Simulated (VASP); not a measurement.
# PtSe2 (P-3m1) in VASP: band structure with PBE+D3(BJ)

Aim: the band structure of PtSe2 with PBE+D3(BJ).

All numbers are computed with VASP 6.6.1; they aren't measurements. Logs are shortened: lines on timing, memory, paths and dates and some standing lists are left out, and cuts for length are marked.

**1. The structure**

It takes space group P-3m1 (No. 164, trigonal). The conventional cell has a = 3.767 Å, b = 3.767 Å, c = 4.842 Å, α = 90.00°, β = 90.00°, γ = 120.00°. Pt (site symmetry -3m) is surrounded by 6 Se at 2.53 Å. Se (site symmetry 3m) has 3 Pt at 2.53 Å as nearest neighbours.

**2. Band structure, PBE+D3(BJ)**

The input, INCAR:

```
PREC = Accurate
ENCUT = 520
EDIFF = 1E-7
ISMEAR = 0
SIGMA = 0.02
LREAL = False
LASPH = True
NELM = 80
ALGO = Normal
ISIF = 2
LWAVE = False
LCHARG = False
LMAXMIX = 4
GGA = PE
IVDW = 12
NBANDS = 18
```

The input, KPOINTS:

```
regular mesh
0
Gamma
  6 6 4
```

The input, POSCAR:

```
PtSe2                                   
1.0
    3.7673627563      0.0000000000      0.0000000000
   -1.8836813781      3.2626318484      0.0000000000
    0.0000000000      0.0000000000      4.8417612183
  Pt              Se            
     1     2
Direct
     0.0000000000000000    0.0000000000000000    0.0000000000000000
     0.3333333300000021    0.6666666699999979    0.2652642139415278
     0.6666666699999979    0.3333333300000021    0.7347357860584722
```

The input, KPOINTS_OPT:

```
path GMKGALHA,LM,KH
20
line-mode
reciprocal
 0.0000000000  0.0000000000  0.0000000000  G
 0.5000000000  0.0000000000  0.0000000000  M

 0.5000000000  0.0000000000  0.0000000000  M
 0.3333333333  0.3333333333  0.0000000000  K

 0.3333333333  0.3333333333  0.0000000000  K
 0.0000000000  0.0000000000  0.0000000000  G

 0.0000000000  0.0000000000  0.0000000000  G
 0.0000000000  0.0000000000  0.5000000000  A

 0.0000000000  0.0000000000  0.5000000000  A
 0.5000000000  0.0000000000  0.5000000000  L

 0.5000000000  0.0000000000  0.5000000000  L
 0.3333333333  0.3333333333  0.5000000000  H

 0.3333333333  0.3333333333  0.5000000000  H
 0.0000000000  0.0000000000  0.5000000000  A

 0.5000000000  0.0000000000  0.5000000000  L
 0.5000000000  0.0000000000  0.0000000000  M

 0.3333333333  0.3333333333  0.0000000000  K
 0.3333333333  0.3333333333  0.5000000000  H
```

Potentials or basis: VASP PAW PBE potentials, release 64 (Pt, Se).

Run with:

```sh
$ cat potpaw_PBE.64/Pt/POTCAR potpaw_PBE.64/Se/POTCAR > POTCAR
$ mpirun -np 1 vasp_std > vasp.out
```

OUTCAR:

```text
PREC = Accurate
   ENCUT = 520
   EDIFF = 1E-7
   ISMEAR = 0
   LREAL = False
   LASPH = True
   NELM = 80
   ISIF = 2
   GGA = PE
   IVDW = 12
 IVDW          = 12

 ion  position               nearest neighbor table
   1  0.000  0.000  0.000-   2 2.53   3 2.53   2 2.53   3 2.53   3 2.53   2 2.53
   2  0.333  0.667  0.265-   1 2.53   1 2.53   1 2.53
   3  0.667  0.333  0.735-   1 2.53   1 2.53   1 2.53

  LATTYP: Found a hexagonal cell.
 ALAT       =     3.7673627563
 C/A-ratio  =     1.2851858267

  Lattice vectors:

 A1 = (   3.7673627563,   0.0000000000,   0.0000000000)
 A2 = (  -1.8836813781,   3.2626318484,   0.0000000000)
 A3 = (   0.0000000000,   0.0000000000,   4.8417612183)

Analysis of symmetry for initial positions (statically):
=====================================================================
 Subroutine PRICEL returns:
 Original cell was already a primitive cell.

 Routine SETGRP: Setting up the symmetry group for a
 hexagonal supercell.

 Subroutine GETGRP returns: Found 12 space group operations
 (whereof 12 operations were pure point group operations)
 out of a pool of 24 trial point group operations.

The static configuration has the point symmetry D_3d.

Analysis of symmetry for dynamics (positions and initial velocities):
=====================================================================
 Subroutine PRICEL returns:
 Original cell was already a primitive cell.

 Routine SETGRP: Setting up the symmetry group for a
 hexagonal supercell.

 Subroutine GETGRP returns: Found 12 space group operations
 (whereof 12 operations were pure point group operations)
 out of a pool of 24 trial point group operations.

The dynamic configuration has the point symmetry D_3d.

 Subroutine INISYM returns: Found 12 space group operations
 (whereof 12 operations are pure point group operations),
 and found     1 'primitive' translations

----------------------------------------------------------------------------------------

                                     Primitive cell

  volume of cell :      59.5126

  direct lattice vectors                    reciprocal lattice vectors
     3.767362756  0.000000000  0.000000000     0.265437672  0.153250512  0.000000000
    -1.883681378  3.262631848  0.000000000     0.000000000  0.306501023  0.000000000
     0.000000000  0.000000000  4.841761218     0.000000000  0.000000000  0.206536414

  length of vectors
     3.767362756  3.767362753  4.841761218     0.306501023  0.306501023  0.206536414

  position of ions in fractional coordinates (direct lattice)
     0.000000000  0.000000000  0.000000000
     0.333333330  0.666666670  0.265264214
     0.666666670  0.333333330  0.734735786

  ion indices of the primitive-cell ions
   primitive index   ion index
                 1           1
                 2           2
                 3           3

----------------------------------------------------------------------------------------

 KPOINTS: regular mesh

Automatic generation of k-mesh.
 Grid dimensions read from file:
 generate k-points for:    6    6    4

 Generating k-lattice:

  Cartesian coordinates                     Fractional coordinates (reciprocal lattice)
     0.044239612  0.025541752  0.000000000     0.166666667  0.000000000  0.000000000
     0.000000000  0.051083504  0.000000000     0.000000000  0.166666667  0.000000000
     0.000000000  0.000000000  0.051634104     0.000000000  0.000000000  0.250000000

  Length of vectors
     0.051083504  0.051083504  0.051634104

  Shift w.r.t. Gamma in fractional coordinates (k-lattice)
     0.000000000  0.000000000  0.000000000

 Subroutine IBZKPT returns following result:
 ===========================================

 Found     24 irreducible k-points:

 Following reciprocal coordinates:
            Coordinates               Weight
  0.000000  0.000000  0.000000      1.000000
  0.166667  0.000000  0.000000      6.000000
  0.333333 -0.000000  0.000000      6.000000
  0.500000  0.000000  0.000000      3.000000
  0.166667  0.166667  0.000000      6.000000
  0.333333  0.166667  0.000000     12.000000
[... 16 lines left out ...]
  0.333333  0.166667  0.500000     12.000000
  0.333333  0.333333  0.500000      2.000000
   k-points           NKPTS =     24   k-points in BZ     NKDIM =     24   number of bands    NBANDS=     18
   number of dos      NEDOS =    301   number of ions     NIONS =      3
   total plane-waves  NPLWV =  28224
   dimension x,y,z NGX =    28 NGY =   28 NGZ =   36
   dimension x,y,z NGXF=    56 NGYF=   56 NGZF=   72
   ions per type =               1   2
   NGX,Y,Z   is equivalent  to a cutoff of  12.36, 12.36, 12.36 a.u.
   NGXF,Y,Z  is equivalent  to a cutoff of  24.71, 24.71, 24.72 a.u.
 SYSTEM =  unknown system
   PREC   = accura    normal or accurate (medium, high low for compatibility)
   ISTART =      0    job   : 0-new  1-cont  2-samecut
   ICHARG =      2    charge: 1-file 2-atom 10-const
   ISPIN  =      1    spin polarized calculation?
   LNONCOLLINEAR =      F non collinear calculations
   LSORBIT =      F    spin-orbit coupling
   LASPH  =      T    aspherical Exc in radial PAW
   ENCUT  =  520.0 eV  38.22 Ry    6.18 a.u.   7.00  7.00  9.00*2*pi/ulx,y,z
   NELM   =     80;   NELMIN=  2; NELMDL= -5     # of ELM steps
   EDIFF  = 0.1E-06   stopping-criterion for ELM
   LREAL  =      F    real-space projection
   EDIFFG = 0.1E-05   stopping-criterion for IOM
   NSW    =      0    number of steps for IOM
   IBRION =     -1    ionic relax: 0-MD 1-quasi-New 2-CG
   NFREE  =      0    steps in history (QN), initial steepest desc. (CG)
   ISIF   =      2    stress and relaxation
   ISYM   =      2    0-nonsym 1-usesym 2-fastsym
   POTIM  = 0.5000    time-step for ionic-motion
   TEBEG  =    0.0;   TEEND  =   0.0 temperature during run
   PSTRESS=    0.0 pullay stress
   NELECT =      22.0000    total number of electrons
   NUPDOWN=      -1.0000    fix difference up-down
   EMIN   =  10.00;   EMAX   =-10.00  energy-range for DOS
   EFERMI =   0.00;   METHOD = LEGACY
   ISMEAR =     0;   SIGMA  =   0.02  broadening in eV -4-tet -1-fermi 0-gaus
   EFERMI_NEDOS =   21; number of points for ismear=-14 and -15
   IALGO  =     38    algorithm
   IMIX   =      4    mixing-type and parameters
     AMIX     =   0.40;   BMIX     =  1.00
     AMIX_MAG =   1.60;   BMIX_MAG =  1.00
  volume/ion in A,a.u.               =      19.84       133.87
  Fermi-wavevector in a.u.,A,eV,Ry     =   1.174932  2.220300 18.782372  1.380465
  Thomas-Fermi vector in A             =   2.311321
   LORBIT       =      0    0 simple, 1 ext, 2 COOP (PROOUT), +10 PAW based schemes
   GGA     = PE    functional components
   LHFCALC =     F    Hartree Fock is set to
   AEXX    =    0.0000 exact exchange contribution
   IVDW    =    12    specifies the selected vdW correction
   LEPSILON=     F    determine dielectric tensor
   LRPA    =     F    only Hartree local field effects (RPA)
 non-spin polarized calculation
 Gauss-broadening in eV      SIGMA  =   0.02
  energy-cutoff  :      520.00
  volume of cell :       59.51
 maximum number of plane-waves:      1620
   NGX = 13   NGY = 13   NGZ = 19

 number of electron      21.9999996 magnetization

 Free energy of the ion-electron system (eV)
  ---------------------------------------------------
  ext. energy  EPLUGINS =         0.00000000
  ---------------------------------------------------
  free energy    TOTEN  =       -14.19950326 eV

  energy without entropy =      -14.19882713  energy(sigma->0) =      -14.19916519

 E-fermi :   6.6728     XC(G=0): -10.8140

 val. band max:        6.6677876223   @ k =   0.3333   0.3333   0.0000
 cond. band min:       6.8077461285   @ k =   0.1667   0.1667   0.5000
 fundamental gap:      0.1399585062
 Fermi energy:         6.6728447805

 k-point     1 :       0.0000    0.0000    0.0000
  band No.  band energies     occupation
      1      -8.9668      2.00000
      2      -5.9021      2.00000
      3      -0.4273      2.00000
      4       0.4867      2.00000
      5       0.4867      2.00000
      6       2.9192      2.00000
[... 10 lines left out ...]
     17      13.9774      0.00000
     18      18.4668      0.00000

 k-point     2 :       0.1667    0.0000    0.0000
  band No.  band energies     occupation
      1      -8.6744      2.00000
      2      -6.0642      2.00000
      3      -0.0620      2.00000
      4       0.6726      2.00000
      5       0.7622      2.00000
      6       2.4120      2.00000
[... 10 lines left out ...]
     17      14.7523      0.00000
     18      15.8691      0.00000

 k-point     3 :       0.3333   -0.0000    0.0000
  band No.  band energies     occupation
      1      -7.9190      2.00000
      2      -6.4526      2.00000
      3       0.3917      2.00000
      4       0.9842      2.00000
      5       1.0533      2.00000
      6       1.7440      2.00000
[... 10 lines left out ...]
     17      14.4327      0.00000
     18      15.4352      0.00000

 k-point     4 :       0.5000    0.0000    0.0000
  band No.  band energies     occupation
      1      -7.1911      2.00000
      2      -6.9245      2.00000
      3      -0.4096      2.00000
      4       1.2058      2.00000
      5       1.5672      2.00000
      6       2.8021      2.00000
[... 375 lines left out ...]
      4       0.4161      2.00000
      5       1.3756      2.00000
      6       1.9814      2.00000
[... 10 lines left out ...]
     17      15.0242      0.00000
     18      16.0232      0.00000

 k-point    23 :       0.3333    0.1667    0.5000
  band No.  band energies     occupation
      1      -7.1420      2.00000
      2      -6.8391      2.00000
      3      -0.3635      2.00000
      4       0.3072      2.00000
      5       1.2624      2.00000
      6       2.1529      2.00000
[... 10 lines left out ...]
     17      15.3978      0.00000
     18      16.7684      0.00000

 k-point    24 :       0.3333    0.3333    0.5000
  band No.  band energies     occupation
      1      -6.8907      2.00000
      2      -6.8907      2.00000
      3       0.2927      2.00000
      4       0.2927      2.00000
      5       0.7422      2.00000
      6       2.2748      2.00000
[... 10 lines left out ...]
     17      14.3161      0.00000
     18      16.8235      0.00000

------------------------ aborting loop because EDIFF is reached ----------------------------------------

 Edisp (eV)   -1.46729

 E8    (eV) :    -0.6304

  FORCE on cell =-STRESS in cart. coord.  units (eV):
  Direction    XX          YY          ZZ          XY          YZ          ZX
  --------------------------------------------------------------------------------------
  -------------------------------------------------------------------------------------
  Total      -0.00198    -0.00198    -0.00437    -0.00000    -0.00000    -0.00000
  in kB      -0.05342    -0.05342    -0.11765    -0.00000    -0.00000    -0.00000
  external pressure =       -0.07 kB  Pullay stress =        0.00 kB

 VOLUME and BASIS-vectors are now :
 -----------------------------------------------------------------------------
  energy-cutoff  :      520.00
  volume of cell :       59.51
      direct lattice vectors                 reciprocal lattice vectors
     3.767362756  0.000000000  0.000000000     0.265437672  0.153250512  0.000000000
    -1.883681378  3.262631848  0.000000000     0.000000000  0.306501023  0.000000000
     0.000000000  0.000000000  4.841761218     0.000000000  0.000000000  0.206536414

 POSITION                                       TOTAL-FORCE (eV/Angst)
 -----------------------------------------------------------------------------------
      0.00000      0.00000      0.00000        -0.000000      0.000000     -0.000000
     -0.00000      2.17509      1.28435         0.000000     -0.000000      0.001509
      1.88368      1.08754      3.55742        -0.000000      0.000000     -0.001509
 -----------------------------------------------------------------------------------
    total drift:                                0.000000      0.000000      0.000000

  FREE ENERGIE OF THE ION-ELECTRON SYSTEM (eV)
  ---------------------------------------------------
  free  energy   TOTEN  =       -15.6667978843 eV

  energy  without entropy=      -15.6661217537  energy(sigma->0) =      -15.66645982
```

It took 96 s on 1 thread of Intel Xeon Platinum 8488C (Sapphire Rapids), shared host; peak memory 0.21 GiB.

What came out:

```yaml
Free_energy: -15.6668 eV
Pressure: 0.0 GPa
Band_gap_along_the_path: none (metal or under the smearing width)
Dispersion_energy_per_atom: -0.489 eV
```

Levels at the corners of the path, in eV from the Fermi level:
| point | band 9 | band 10 | band 11 | band 12 | band 13 | band 14 |
| --- | --- | --- | --- | --- | --- | --- |
| Γ | -0.98 | -0.98 | 0.78 | 1.10 | 1.10 | 3.40 |
| M | -3.27 | -3.21 | -2.88 | 0.53 | 2.51 | 5.05 |
| M | -3.27 | -3.21 | -2.88 | 0.53 | 2.51 | 5.05 |
| K | -2.26 | -1.66 | -1.66 | -0.01 | -0.01 | 3.87 |
| K | -2.26 | -1.66 | -1.66 | -0.01 | -0.01 | 3.87 |
| Γ | -0.98 | -0.98 | 0.78 | 1.10 | 1.10 | 3.40 |
| Γ | -0.98 | -0.98 | 0.78 | 1.10 | 1.10 | 3.40 |
| A | -1.68 | -1.68 | -1.68 | 2.34 | 2.34 | 5.00 |
| A | -1.68 | -1.68 | -1.68 | 2.34 | 2.34 | 5.00 |
| L | -3.03 | -2.56 | -1.10 | 0.65 | 1.49 | 4.91 |
| L | -3.03 | -2.56 | -1.10 | 0.65 | 1.49 | 4.91 |
| H | -3.41 | -2.45 | -2.45 | 2.33 | 2.33 | 6.59 |
| H | -3.41 | -2.45 | -2.45 | 2.33 | 2.33 | 6.59 |
| A | -1.68 | -1.68 | -1.68 | 2.34 | 2.34 | 5.00 |
| L | -3.03 | -2.56 | -1.10 | 0.65 | 1.49 | 4.91 |
| M | -3.27 | -3.21 | -2.88 | 0.53 | 2.51 | 5.05 |
| K | -2.26 | -1.66 | -1.66 | -0.01 | -0.01 | 3.87 |
| H | -3.41 | -2.45 | -2.45 | 2.33 | 2.33 | 6.59 |

Caveat: spin-orbit coupling is left out, which moves the levels of the heavy elements; pairwise dispersion overbinds metals, which lowers pressure and volume.
